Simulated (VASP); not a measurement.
# Zr (P6_3/mmc) in VASP: settings compared

The runs below take Zr through relaxation of cell and atoms, with PBEsol, RPBE.

Program: VASP 6.6.1. These are calculated values, not measurements. Logs are shortened: lines on timing, memory, paths and dates and some standing lists are left out, and cuts for length are marked.

### 1 The crystal as given

It takes space group P6_3/mmc (No. 194, hexagonal). The conventional cell has a = 3.239 Å, b = 3.239 Å, c = 5.172 Å, α = 90.00°, β = 90.00°, γ = 120.00°. Zr (site symmetry -6m2) has 12 Zr at 3.19 to 3.24 Å as nearest neighbours.

### 2 Relaxation of cell and atoms, PBEsol

The input, INCAR:

```
SYSTEM = Zr
  ALGO = Normal
  EDIFF = 1E-7
  EDIFFG = -0.005
  ENCUT = 480
  GGA = PS
  IBRION = 2
  ISIF = 3
  ISMEAR = 0
  LASPH = .TRUE.
  LCHARG = .FALSE.
  LREAL = .FALSE.
  LWAVE = .FALSE.
  NELM = 60
  NSW = 90
  PREC = Accurate
  SIGMA = 0.1
```

The input, KPOINTS:

```
k-points
0
G
  15 15 8
  0 0 0
```

The input, POSCAR:

```
Zr
1.0
    3.2392314100      0.0000000000      0.0000000000
   -1.6196157100      2.8052566900      0.0000000000
    0.0000000000      0.0000000000      5.1722200000
Zr
2
Direct
    0.3333333300      0.6666666700      0.2500000000
    0.6666666700      0.3333333300      0.7500000000
```

Potentials or basis: VASP PAW PBE potentials, release 64 (Zr_sv).

Launch:

```sh
cat potpaw_PBE.64/Zr_sv/POTCAR > POTCAR
mpirun -np 1 vasp_std > vasp.out
```

OUTCAR:

```text
SYSTEM = Zr
   EDIFF = 1E-7
   EDIFFG = -0.005
   ENCUT = 480
   GGA = PS
   IBRION = 2
   ISIF = 3
   ISMEAR = 0
   LASPH = .TRUE.
   LREAL = .FALSE.
   NELM = 60
   NSW = 90
   PREC = Accurate

 ion  position               nearest neighbor table
   1  0.333  0.667  0.250-   2 3.19   2 3.19   2 3.19   2 3.19   2 3.19   2 3.19
   2  0.667  0.333  0.750-   1 3.19   1 3.19   1 3.19   1 3.19   1 3.19   1 3.19

  LATTYP: Found a hexagonal cell.
 ALAT       =     3.2392314100
 C/A-ratio  =     1.5967429755

  Lattice vectors:

 A1 = (   3.2392314100,   0.0000000000,   0.0000000000)
 A2 = (  -1.6196157100,   2.8052566900,   0.0000000000)
 A3 = (   0.0000000000,   0.0000000000,   5.1722200000)

Analysis of symmetry for initial positions (statically):
=====================================================================
 Subroutine PRICEL returns:
 Original cell was already a primitive cell.

 Routine SETGRP: Setting up the symmetry group for a
 hexagonal supercell.

 Subroutine GETGRP returns: Found 24 space group operations
 (whereof 12 operations were pure point group operations)
 out of a pool of 24 trial point group operations.

The static configuration has the point symmetry D_3d.
 The point group associated with its full space group is D_6h.

Analysis of symmetry for dynamics (positions and initial velocities):
=====================================================================
 Subroutine PRICEL returns:
 Original cell was already a primitive cell.

 Routine SETGRP: Setting up the symmetry group for a
 hexagonal supercell.

 Subroutine GETGRP returns: Found 24 space group operations
 (whereof 12 operations were pure point group operations)
 out of a pool of 24 trial point group operations.

The dynamic configuration has the point symmetry D_3d.
 The point group associated with its full space group is D_6h.

 Subroutine INISYM returns: Found 24 space group operations
 (whereof 12 operations are pure point group operations),
 and found     1 'primitive' translations

----------------------------------------------------------------------------------------

                                     Primitive cell

  volume of cell :      46.9993

  direct lattice vectors                    reciprocal lattice vectors
     3.239231410  0.000000000  0.000000000     0.308715208  0.178236809  0.000000000
    -1.619615710  2.805256690  0.000000000     0.000000000  0.356473617  0.000000000
     0.000000000  0.000000000  5.172220000     0.000000000  0.000000000  0.193340577

  length of vectors
[... 110 lines left out ...]
   IVDW    =     0    specifies the selected vdW correction
   LEPSILON=     F    determine dielectric tensor
   LRPA    =     F    only Hartree local field effects (RPA)
 conjugate gradient relaxation of ions
 non-spin polarized calculation
 Gauss-broadening in eV      SIGMA  =   0.10
  energy-cutoff  :      480.00
  volume of cell :       47.00
 maximum number of plane-waves:      1134
 NGX is ok and might be reduce to    24
   NGX = 11   NGY = 11   NGZ = 19

--------------------------------------- Ionic step        1  -------------------------------------------

 number of electron      24.0000001 magnetization

 Free energy of the ion-electron system (eV)
  ---------------------------------------------------
  ext. energy  EPLUGINS =         0.00000000
  ---------------------------------------------------
  free energy    TOTEN  =       -18.14150704 eV

  energy without entropy =      -18.13136486  energy(sigma->0) =      -18.13643595

------------------------ aborting loop because EDIFF is reached ----------------------------------------

  FORCE on cell =-STRESS in cart. coord.  units (eV):
  Direction    XX          YY          ZZ          XY          YZ          ZX
  --------------------------------------------------------------------------------------
  -------------------------------------------------------------------------------------
  Total       -1.2018326     -1.2018326     -1.1579112      0.0000000      0.0000000      0.0000000
  in kB      -40.9697196    -40.9697196    -39.4724649      0.0000001      0.0000000      0.0000000
  external PRESSURE =     -40.4706347 kB  Pullay stress =       0.0000000 kB
[... 89 lines left out ...]
  FREE ENERGIE OF THE ION-ELECTRON SYSTEM (eV)
  ---------------------------------------------------
  free  energy   TOTEN  =       -18.1679249708 eV

  energy  without entropy=      -18.1577363257  energy(sigma->0) =      -18.16283065

[... ionic steps 4 to 7 ...]

--------------------------------------- Ionic step        8  -------------------------------------------

 number of electron      24.0000000 magnetization

------------------------ aborting loop because EDIFF is reached ----------------------------------------
[... 67 lines left out ...]
--------------------------------------- Ionic step       10  -------------------------------------------

 number of electron      24.0000000 magnetization

 Free energy of the ion-electron system (eV)
  ---------------------------------------------------
  ext. energy  EPLUGINS =         0.00000000
  ---------------------------------------------------
  free energy    TOTEN  =       -18.16826377 eV

  energy without entropy =      -18.15803976  energy(sigma->0) =      -18.16315176

 E-fermi :   9.2779     XC(G=0): -11.3639

 val. band max:        9.2776319619   @ k =   0.3333   0.3333   0.5000
 cond. band min:       9.2819392102   @ k =   0.2000   0.1333   0.3750
 fundamental gap:      0.0043072483
 Fermi energy:         9.2779205794

 k-point     1 :       0.0000    0.0000    0.0000
  band No.  band energies     occupation
      1     -39.4055      2.00000
      2     -39.2311      2.00000
      3     -18.0152      2.00000
      4     -17.0342      2.00000
      5     -17.0342      2.00000
      6     -16.8977      2.00000
[... 433 lines left out ...]
      3     -17.7578      2.00000
      4     -17.5748      2.00000
      5     -17.4522      2.00000
      6     -17.4236      2.00000
[... 8 lines left out ...]
     15      10.9009      0.00000
     16      13.6204      0.00000

 [... further k-points ...]

------------------------ aborting loop because EDIFF is reached ----------------------------------------

  FORCE on cell =-STRESS in cart. coord.  units (eV):
  Direction    XX          YY          ZZ          XY          YZ          ZX
  --------------------------------------------------------------------------------------
  -------------------------------------------------------------------------------------
  Total        0.0007309      0.0007309     -0.0012726     -0.0000000      0.0000000      0.0000000
  in kB        0.0260481      0.0260481     -0.0453574     -0.0000000      0.0000000      0.0000000
  external PRESSURE =       0.0022463 kB  Pullay stress =       0.0000000 kB
[... 17 lines left out ...]
  FREE ENERGIE OF THE ION-ELECTRON SYSTEM (eV)
  ---------------------------------------------------
  free  energy   TOTEN  =       -18.1682637675 eV

  energy  without entropy=      -18.1580397604  energy(sigma->0) =      -18.16315176

 reached required accuracy - stopping structural energy minimisation
```

OSZICAR:

```text
N       E                     dE             d eps       ncg     rms          rms(c)
DAV:   1     0.204387426882E+03    0.20439E+03   -0.13090E+04  4344   0.140E+03
DAV:   2    -0.509024706387E+01   -0.20948E+03   -0.20769E+03  5416   0.400E+02
DAV:   3    -0.187223008594E+02   -0.13632E+02   -0.13538E+02  8200   0.749E+01
[... 84 lines left out ...]
DAV:   3    -0.181682578010E+02    0.14383E-04   -0.77709E-05  6256   0.680E-02    0.155E-02
DAV:   4    -0.181682607228E+02   -0.29218E-05   -0.71738E-06  5288   0.128E-02    0.656E-03
DAV:   5    -0.181682634438E+02   -0.27210E-05   -0.49546E-06  6552   0.130E-02    0.270E-03
DAV:   6    -0.181682636918E+02   -0.24792E-06   -0.19520E-07  3200   0.378E-03    0.781E-04
DAV:   7    -0.181682637675E+02   -0.75695E-07   -0.16760E-08  2232   0.158E-03
  10 F= -.18168264E+02 E0= -.18163152E+02  d E =-.423567E-05
```

Run time: 4.3 min. Hardware: 1 thread of AMD EPYC 9R45 (Zen 5), shared host; peak memory 0.18 GiB.

What came out:

- Free energy: -18.1683 eV
- Relaxed volume: 22.48 Å³/atom
- Relaxed cell: a = 3.184 Å, b = 3.184 Å, c = 5.119 Å, α = 90.00°, β = 90.00°, γ = 120.00°
- Space group after relaxing (to 0.05 Å): P6_3/mmc (No. 194)
- Energy gained by relaxing: 13.4 meV/atom
- Ionic steps: 10
- Pressure after relaxing: 0.0 GPa
- Band gap on the k mesh: none (metal or under the smearing width)

The path:
| step | energy change (eV) | largest force (eV/Å) | pressure (GPa) | volume (Å³) |
| --- | --- | --- | --- | --- |
| 1 | 0.0000 | 0.0000 | -4.05 | 47.00 |
| 2 | -0.0001 | 0.0000 | 4.57 | 43.08 |
| 3 | -0.0264 | 0.0000 | -0.02 | 44.99 |
| 4 | -0.0264 | 0.0000 | 0.06 | 44.95 |
| 5 | -0.0267 | 0.0000 | 0.06 | 44.94 |
| 6 | -0.0268 | 0.0000 | 0.05 | 44.93 |
| 7 | -0.0268 | 0.0000 | 0.05 | 44.93 |
| 8 | -0.0268 | 0.0000 | 0.05 | 44.93 |
| 9 | -0.0268 | 0.0000 | -0.06 | 44.98 |
| 10 | -0.0268 | 0.0000 | 0.00 | 44.95 |

Final structure:
```
CELL_PARAMETERS angstrom
3.18431 0.00000 0.00000
-1.59216 2.75770 0.00000
0.00000 0.00000 5.11926
ATOMIC_POSITIONS crystal
Zr 0.33333 0.66667 0.25000
Zr 0.66667 0.33333 0.75000
```

Levels at points of the mesh, in eV from the Fermi level:
```tsv
k point	band 9	band 10	band 11	band 12	band 13	band 14	band 15	band 16
(0.00, 0.00, 0.00)	-5.75	-3.16	0.86	0.86	0.92	1.23	1.57	1.57
(0.00, 0.00, 0.50)	-4.02	-4.02	-0.02	-0.02	0.78	0.78	0.78	0.78
```

Caveat: the PAW data sets were made with another functional, which shifts forces and pressure a little.

(Part 1 of 2 ends here.)
